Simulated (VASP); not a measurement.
# CoO (I4/mmm) in VASP: notebook, part 2 of 2

VASP 6.6.1.

**3. Relaxation of cell and atoms, PBEsol+U, collinear spin, ferromagnetic start**

File INCAR:

```
SYSTEM = CoO
PREC     = Accurate       ! precision mode
ENCUT    = 600            ! plane-wave cutoff, eV
EDIFF    = 1E-6           ! SCF threshold, eV
ISMEAR   = 0              ! smearing method
SIGMA    = 0.05           ! smearing width, eV
LREAL    = .FALSE.        ! projectors in reciprocal space
LASPH    = .TRUE.         ! aspherical terms in the spheres
NELM     = 120            ! most SCF steps
ALGO     = Normal         ! electronic algorithm
ISIF     = 3              ! what is computed and relaxed
LWAVE    = .FALSE.        ! write WAVECAR
LCHARG   = .FALSE.        ! write CHGCAR
ISPIN    = 2              ! spin polarisation
MAGMOM   = 2 2 0 0        ! initial moments
LORBIT   = 11             ! projections on sites
LMAXMIX  = 4              ! l up to which the mixer works
LDAU     = .TRUE.         ! DFT+U
LDAUTYPE = 1            
LDAUL    = 2 -1           ! shell
LDAUU    = 5 0            ! U, eV
LDAUJ    = 0.9 0        
LDAUPRINT= 1            
GGA      = PS             ! functional
IBRION   = 2              ! ionic algorithm
NSW      = 60             ! ionic steps
EDIFFG   = -0.01          ! ionic threshold
```

File CoO.cif:

```cif
data_CoO
_cell_length_a 3.01600000
_cell_length_b 3.01600000
_cell_length_c 4.21449508
_cell_angle_alpha 90.00000000
_cell_angle_beta 90.00000000
_cell_angle_gamma 90.00000000
_space_group_name_H-M_alt 'I4/mmm'
_space_group_name_Hall '-I 4 2'
_space_group_IT_number 139
loop_
_space_group_symop_operation_xyz
'x,y,z'
'-x,-y,-z'
'-y,x,z'
'y,-x,-z'
'-x,-y,z'
'x,y,-z'
'y,-x,z'
'-y,x,-z'
'x,-y,-z'
'-x,y,z'
'-y,-x,-z'
'y,x,z'
'-x,y,-z'
'x,-y,z'
'y,x,-z'
'-y,-x,z'
'x+1/2,y+1/2,z+1/2'
'-x+1/2,-y+1/2,-z+1/2'
'-y+1/2,x+1/2,z+1/2'
'y+1/2,-x+1/2,-z+1/2'
'-x+1/2,-y+1/2,z+1/2'
'x+1/2,y+1/2,-z+1/2'
'y+1/2,-x+1/2,z+1/2'
'-y+1/2,x+1/2,-z+1/2'
'x+1/2,-y+1/2,-z+1/2'
'-x+1/2,y+1/2,z+1/2'
'-y+1/2,-x+1/2,-z+1/2'
'y+1/2,x+1/2,z+1/2'
'-x+1/2,y+1/2,-z+1/2'
'x+1/2,-y+1/2,z+1/2'
'y+1/2,x+1/2,-z+1/2'
'-y+1/2,-x+1/2,z+1/2'
loop_
_atom_site_label
_atom_site_type_symbol
_atom_site_symmetry_multiplicity
_atom_site_Wyckoff_symbol
_atom_site_fract_x
_atom_site_fract_y
_atom_site_fract_z
_atom_site_occupancy
Co1 Co 2 a 0.0000000000 0.0000000000 0.0000000000 1
O1 O 2 b 0.0000000000 0.0000000000 0.5000000000 1
```

File KPOINTS:

```
Automatic mesh
0
G
  9 9 6
  0 0 0
```

File POSCAR:

```
Co O 
 1.0000000000000000
     3.0160000000000000    0.0000000000000000    0.0000000000000000
     0.0000000000000000    3.0160000000000000    0.0000000000000000
     0.0000000000000000    0.0000000000000000    4.2144950799999998
 Co  O  
   2   2
Cartesian
  0.0000000000000000  0.0000000000000000  0.0000000000000000
  1.5080000000000000  1.5080000000000000  2.1072475399999999
  0.0000000000000000  0.0000000000000000  2.1072475399999999
  1.5080000000000000  1.5080000000000000  0.0000000000000000
```

Potentials or basis: VASP PAW PBE potentials, release 64 (Co, O).

Launch:

```
$ ase convert -i cif -o vasp CoO.cif POSCAR
$ cat potpaw_PBE.64/Co/POTCAR potpaw_PBE.64/O/POTCAR > POTCAR
$ mpirun -np 1 vasp_std > vasp.out
```

Wall time 3.3 min (1 thread of Intel Xeon 6975P-C (Granite Rapids), shared host); peak memory 0.24 GiB.

The run converged. Its results:

| Quantity | Value |
| --- | --- |
| Free energy | -24.4750 eV |
| Relaxed volume | 9.20 Å³/atom |
| Relaxed cell | a = 3.040 Å, b = 3.040 Å, c = 3.982 Å, α = 90.00°, β = 90.00°, γ = 90.00° |
| Space group after relaxing (to 0.05 Å) | I4/mmm (No. 139) |
| Energy gained by relaxing | 27.4 meV/atom |
| Ionic steps | 8 |
| Pressure after relaxing | 0.0 GPa |
| Band gap on the k mesh | none (metal or under the smearing width) |
| Net moment | 6.00 μB per cell |
| Site moments | Co +2.76; O +0.23 μB |
| Valence electrons inside the program's atomic spheres | Co 7.92; O 5.01 |

Stress tensor (GPa, compression positive):
```
 0.12  0.00  0.00
 0.00  0.12  0.00
 0.00  0.00 -0.15
```

Step by step:
```
step  energy change (eV)  largest force (eV/Å)  pressure (GPa)  volume (Å³)
   1              0.0000                0.0000           -9.10        38.34
   2             -0.0679                0.0000            7.37        35.38
   3             -0.0838                0.0000            1.84        36.22
   4             -0.1022                0.0000            1.30        36.40
   5             -0.1087                0.0000            1.32        36.59
   6             -0.1088                0.0000            1.35        36.57
   7             -0.1088                0.0000           -1.22        37.04
   8             -0.1098                0.0000            0.03        36.81
```

Final structure:
```
CELL_PARAMETERS angstrom
3.04038 0.00000 0.00000
0.00000 3.04038 0.00000
0.00000 0.00000 3.98162
ATOMIC_POSITIONS crystal
Co 0.00000 0.00000 0.00000
Co 0.50000 0.50000 0.50000
O 0.00000 0.00000 0.50000
O 0.50000 0.50000 0.00000
```

Levels at points of the mesh, in eV from the Fermi level:
Spin up:
```tsv
k point	band 16	band 17	band 18	band 19	band 20	band 21
(0.00, 0.00, 0.00)	-3.09	-2.77	-2.77	1.56	6.33	11.03
(0.00, 0.00, 0.50)	-2.61	-2.61	-2.61	5.66	5.66	12.21
```
Spin down:
```
           k point  band 8  band 9  band 10  band 11  band 12  band 13  band 14  band 15  band 16  band 17
(0.00, 0.00, 0.00)   -2.63   -2.28    -2.28    -1.32    -1.32     0.13     0.13     0.83     2.23     2.29
(0.00, 0.00, 0.50)   -3.71   -3.48    -3.48     0.28     0.28     0.29     0.29     1.77     1.77     2.60
```

Eigenvalues of the final occupation matrices:
| site | spin | trace | eigenvalues |
| --- | --- | --- | --- |
| site 1 d | 1 | 4.96 | 0.96 0.97 0.97 1.01 1.04 |
| site 1 d | 2 | 2.24 | 0.10 0.17 0.50 0.50 0.96 |
| site 2 d | 1 | 4.96 | 0.96 0.97 0.97 1.01 1.04 |
| site 2 d | 2 | 2.24 | 0.10 0.17 0.50 0.50 0.96 |

Caveat: the PAW data sets were made with another functional, which shifts forces and pressure a little. The state reached can hang on the start; a lower one may exist.

**4. Density of states, optPBE-vdW, collinear spin, antiferromagnetic start (cell strained at random at fixed volume)**

File POSCAR:

```
CoO
3.0214
    0.999920897597      0.007961210035     -0.010275369034
    0.007961541007      1.006059111670      0.010436883564
   -0.014358906467      0.014584298669      1.382026874959
Co O
2 2
Direct
    0.0000000000      0.0000000000      0.0000000000
    0.5000000000      0.5000000000      0.5000000000
    0.0000000000      0.0000000000      0.5000000000
    0.5000000000      0.5000000000      0.0000000000
```

File INCAR.step1:

```
SYSTEM = CoO
AGGAC = 0.0 ; ALGO = Normal
EDIFF = 1E-7 ; ENCUT = 400
GGA = OR ; ISIF = 2
ISMEAR = -1 ; ISPIN = 2
LASPH = .TRUE. ; LCHARG = .TRUE.
LMAXMIX = 4 ; LREAL = .FALSE.
LUSE_VDW = .TRUE. ; LWAVE = .FALSE.
MAGMOM = 2 -2 0 0 ; NELM = 100
PREC = Accurate ; SIGMA = 0.05
```

File KPOINTS.step1:

```
k-points
0
G
  9 9 7
  0 0 0
```

File INCAR.step2:

```
SYSTEM = CoO
AGGAC = 0.0 ; ALGO = Normal
EDIFF = 1E-7 ; ENCUT = 400
GGA = OR ; ICHARG = 11
ISIF = 2 ; ISMEAR = -5
ISPIN = 2 ; LASPH = .TRUE.
LCHARG = .FALSE. ; LMAXMIX = 4
LORBIT = 11 ; LREAL = .FALSE.
LUSE_VDW = .TRUE. ; LWAVE = .FALSE.
MAGMOM = 2 -2 0 0 ; NEDOS = 2001
NELM = 100 ; PREC = Accurate
SIGMA = 0.05
```

File KPOINTS.step2:

```
k-points
0
G
  14 14 11
  0 0 0
```

Potentials or basis: VASP PAW PBE potentials, release 64 (Co, O_s).

Launch:

```
$ cat potpaw_PBE.64/Co/POTCAR potpaw_PBE.64/O_s/POTCAR > POTCAR
$ cp INCAR.step1 INCAR
$ cp KPOINTS.step1 KPOINTS
$ mpirun -np 1 vasp_std > vasp.out
$ cp INCAR.step2 INCAR
$ cp KPOINTS.step2 KPOINTS
$ mpirun -np 1 vasp_std > vasp.out
```

Wall time 6.6 min (1 thread of Intel Xeon 6975P-C (Granite Rapids), shared host); peak memory 0.91 GiB.

It converged, with:

- Net moment: 0.00 μB per cell
- Site moments: Co +2.09, -2.09; O -0.07, +0.07 μB
- Valence electrons inside the program's atomic spheres: Co 7.86; O 5.88

Levels at points of the mesh, in eV from the Fermi level:
Spin up:
| k point | band 13 | band 14 | band 15 | band 16 | band 17 | band 18 |
| --- | --- | --- | --- | --- | --- | --- |
| (0.00, 0.00, 0.00) | -2.09 | -1.37 | -0.29 | -0.28 | 0.35 | 0.79 |
| (0.50, 0.00, 0.00) | -0.44 | -0.13 | 0.02 | 0.24 | 1.13 | 2.48 |
| (0.00, 0.50, 0.00) | -0.44 | -0.11 | -0.02 | 0.22 | 1.13 | 2.46 |
| (0.50, 0.50, 0.00) | -1.69 | -0.42 | -0.41 | 0.17 | 0.87 | 0.89 |
Spin down:
| k point | band 11 | band 12 | band 13 | band 14 | band 15 | band 16 | band 17 | band 18 | band 19 |
| --- | --- | --- | --- | --- | --- | --- | --- | --- | --- |
| (0.00, 0.00, 0.00) | -2.18 | -2.16 | -2.09 | -1.37 | -0.29 | -0.28 | 0.35 | 0.79 | 1.57 |
| (0.50, 0.00, 0.00) | -1.33 | -1.32 | -0.44 | -0.13 | 0.02 | 0.24 | 1.13 | 2.48 | 6.85 |
| (0.00, 0.50, 0.00) | -1.35 | -1.32 | -0.44 | -0.11 | -0.02 | 0.22 | 1.13 | 2.46 | 6.78 |
| (0.50, 0.50, 0.00) | -2.08 | -2.06 | -1.69 | -0.42 | -0.41 | 0.17 | 0.87 | 0.89 | 6.26 |

States per cell in windows of 1 eV (zero at the Fermi level; states under -8 eV left out):
| from (eV) | up | down | Co1_d_down | Co2_d_up | Co1_d_up | Co2_d_down | O3_p_down | O4_p_up |
| --- | --- | --- | --- | --- | --- | --- | --- | --- |
| -8.0 | 0.43 | 0.43 | 0.02 | 0.02 | 0.03 | 0.03 | 0.12 | 0.12 |
| -7.0 | 1.39 | 1.39 | 0.05 | 0.05 | 0.11 | 0.11 | 0.41 | 0.41 |
| -6.0 | 2.01 | 2.01 | 0.09 | 0.09 | 0.44 | 0.44 | 0.60 | 0.60 |
| -5.0 | 1.96 | 1.96 | 0.24 | 0.24 | 0.19 | 0.19 | 0.51 | 0.51 |
| -4.0 | 0.22 | 0.22 | 0.01 | 0.01 | 0.04 | 0.04 | 0.05 | 0.05 |
| -3.0 | 1.00 | 1.00 | 0.06 | 0.06 | 0.80 | 0.80 | 0.04 | 0.04 |
| -2.0 | 3.11 | 3.11 | 0.19 | 0.19 | 2.47 | 2.47 | 0.18 | 0.18 |
| -1.0 | 2.94 | 2.94 | 1.91 | 1.91 | 0.57 | 0.57 | 0.17 | 0.17 |
| 0.0 | 1.46 | 1.46 | 0.99 | 0.99 | 0.21 | 0.21 | 0.10 | 0.10 |
| 1.0 | 1.13 | 1.13 | 0.93 | 0.93 | 0.01 | 0.01 | 0.03 | 0.03 |
| 2.0 | 0.55 | 0.55 | 0.39 | 0.39 | 0.00 | 0.00 | 0.04 | 0.04 |
| 3.0 | 0.07 | 0.07 | 0.00 | 0.00 | 0.00 | 0.00 | 0.01 | 0.01 |
| 4.0 | 0.14 | 0.14 | 0.00 | 0.00 | 0.00 | 0.00 | 0.02 | 0.02 |
| 5.0 | 0.28 | 0.28 | 0.01 | 0.01 | 0.00 | 0.00 | 0.03 | 0.03 |
| 6.0 | 0.31 | 0.31 | 0.01 | 0.01 | 0.00 | 0.00 | 0.04 | 0.04 |
| 7.0 | 0.12 | 0.12 | 0.00 | 0.00 | 0.00 | 0.00 | 0.01 | 0.01 |

Caveat: the PAW data sets were made with another functional, which shifts forces and pressure a little; semilocal functionals often make such compounds metallic where correlation or magnetic order opens a gap, which also shifts bond lengths; tetrahedron occupations give inexact forces and stress in metals.

**5. Density of states, RPBE+U, collinear spin, random start**

File POSCAR:

```
CoO
1.0
   -1.5080000000      1.5080000000      2.1072475377
    1.5080000000     -1.5080000000      2.1072475377
    1.5080000000      1.5080000000     -2.1072475377
Co O
1 1
Direct
    0.0000000000      0.0000000000      0.0000000000
    0.5000000000      0.5000000000      0.0000000000
```

File INCAR.step1:

```
SYSTEM = CoO
PREC = Accurate
ENCUT = 400
EDIFF = 1E-7
ISMEAR = 0
SIGMA = 0.01
LREAL = .FALSE.
LASPH = .TRUE.
NELM = 150
ALGO = VeryFast
ISIF = 2
LWAVE = .FALSE.
LCHARG = .TRUE.
ISPIN = 2
MAGMOM = 1.27 0
LMAXMIX = 4
LDAU = .TRUE.
LDAUTYPE = 1
LDAUL = 2 -1
LDAUU = 1 0
LDAUJ = 0.5 0
LDAUPRINT = 1
GGA = RP
```

File KPOINTS.step1:

```
regular mesh
0
G
  3 3 3
  0 0 0
```

File INCAR.step2:

```
SYSTEM = CoO
PREC = Accurate
ENCUT = 400
EDIFF = 1E-7
ISMEAR = -5
SIGMA = 0.01
LREAL = .FALSE.
LASPH = .TRUE.
NELM = 150
ALGO = VeryFast
ISIF = 2
LWAVE = .FALSE.
LCHARG = .FALSE.
ISPIN = 2
MAGMOM = 1.27 0
LORBIT = 11
LMAXMIX = 4
LDAU = .TRUE.
LDAUTYPE = 1
LDAUL = 2 -1
LDAUU = 1 0
LDAUJ = 0.5 0
LDAUPRINT = 1
GGA = RP
NEDOS = 2001
ICHARG = 11
```

File KPOINTS.step2:

```
regular mesh
0
G
  5 5 5
  0 0 0
```

Potentials or basis: VASP PAW PBE potentials, release 64 (Co, O_s).

Launch:

```
$ cat potpaw_PBE.64/Co/POTCAR potpaw_PBE.64/O_s/POTCAR > POTCAR
$ cp INCAR.step1 INCAR
$ cp KPOINTS.step1 KPOINTS
$ mpirun -np 1 vasp_std > vasp.out
$ cp INCAR.step2 INCAR
$ cp KPOINTS.step2 KPOINTS
$ mpirun -np 1 vasp_std > vasp.out
```

OUTCAR:

```text
SYSTEM = CoO
   PREC = Accurate
   ENCUT = 400
   EDIFF = 1E-7
   ISMEAR = -5
   LREAL = .FALSE.
   LASPH = .TRUE.
   NELM = 150
   ISIF = 2
   ISPIN = 2
   LORBIT = 11
   GGA = RP
   ICHARG = 11

 ion  position               nearest neighbor table
   1  0.000  0.000  0.000-   2 2.11   2 2.11   2 2.13   2 2.13   2 2.13   2 2.13
   2  0.500  0.500  0.000-   1 2.11   1 2.11   1 2.13   1 2.13   1 2.13   1 2.13

  LATTYP: Found a body centered tetragonal cell.
 ALAT       =     3.0160000000
 C/A-ratio  =     1.3973790038

  Lattice vectors:

 A1 = (  -1.5080000000,   1.5080000000,   2.1072475377)
 A2 = (   1.5080000000,  -1.5080000000,   2.1072475377)
 A3 = (   1.5080000000,   1.5080000000,  -2.1072475377)

Analysis of symmetry for initial positions (statically):
=====================================================================
 Subroutine PRICEL returns:
 Original cell was already a primitive cell.

 Routine SETGRP: Setting up the symmetry group for a
[... 761 lines left out ...]
      8       9.5167      0.00000
      9       9.8003      0.00000
     10      15.5390      0.00000
     11      19.2134      0.00000
     12      20.7517      0.00000

------------------------ aborting loop because EDIFF is reached ----------------------------------------

  FORCE on cell =-STRESS in cart. coord.  units (eV):
  Direction    XX          YY          ZZ          XY          YZ          ZX
  --------------------------------------------------------------------------------------
  -------------------------------------------------------------------------------------
  Total        0.7298855      0.7298855      0.6771486      0.0000000      0.0000000      0.0000000
  in kB       61.0080440     61.0080440     56.5999838      0.0000000      0.0000000      0.0000000
  external PRESSURE =      59.5386906 kB  Pullay stress =       0.0000000 kB

 VOLUME and BASIS-vectors are now :
 -----------------------------------------------------------------------------
  energy-cutoff  :      400.00
  volume of cell :       19.17
      direct lattice vectors                 reciprocal lattice vectors
    -1.508000000  1.508000000  2.107247538     0.000000000  0.331564987  0.237276348
     1.508000000 -1.508000000  2.107247538     0.331564987  0.000000000  0.237276348
     1.508000000  1.508000000 -2.107247538     0.331564987  0.331564987  0.000000000

 POSITION                                       TOTAL-FORCE (eV/Angst)
 -----------------------------------------------------------------------------------
      0.00000      0.00000      0.00000         0.000000      0.000000     -0.000000
      0.00000      0.00000      2.10725         0.000000      0.000000      0.000000
 -----------------------------------------------------------------------------------
    total drift:                               -0.000000     -0.000000      0.000000

  FREE ENERGIE OF THE ION-ELECTRON SYSTEM (eV)
  ---------------------------------------------------
  free  energy   TOTEN  =       -11.9618062280 eV

  energy  without entropy=      -11.9618062280  energy(sigma->0) =      -11.96180623

 total charge

# of ion       s       p       d       tot
------------------------------------------
    1        0.297   0.363   7.132   7.791
    2        1.780   4.150   0.000   5.930
--------------------------------------------------
tot          2.077   4.513   7.132  13.722

 magnetization (x)

# of ion       s       p       d       tot
------------------------------------------
    1        0.020   0.015   2.610   2.645
    2        0.026   0.300   0.000   0.327
--------------------------------------------------
tot          0.046   0.315   2.610   2.971
```

It took 13 s on 1 thread of Intel Xeon 6975P-C (Granite Rapids), shared host; peak memory 0.13 GiB.

The run converged, but some of its settings lie outside the range that counts as converged, so its numbers aren't taken as properties of the crystal.

Results:

```yaml
Net_moment: 3.00 μB per cell
Site_moments: Co +2.65; O +0.33 μB
Valence_electrons_inside_the_program's_atomic_spheres: Co 7.79; O 5.93
```

Caveat: the k mesh is coarse (spacing up to 0.98 Å⁻¹), so the values aren't converged; the PAW data sets were made with another functional, which shifts forces and pressure a little; a cell with one magnetic atom can't hold antiferromagnetic order, which such compounds often take; tetrahedron occupations give inexact forces and stress in metals.
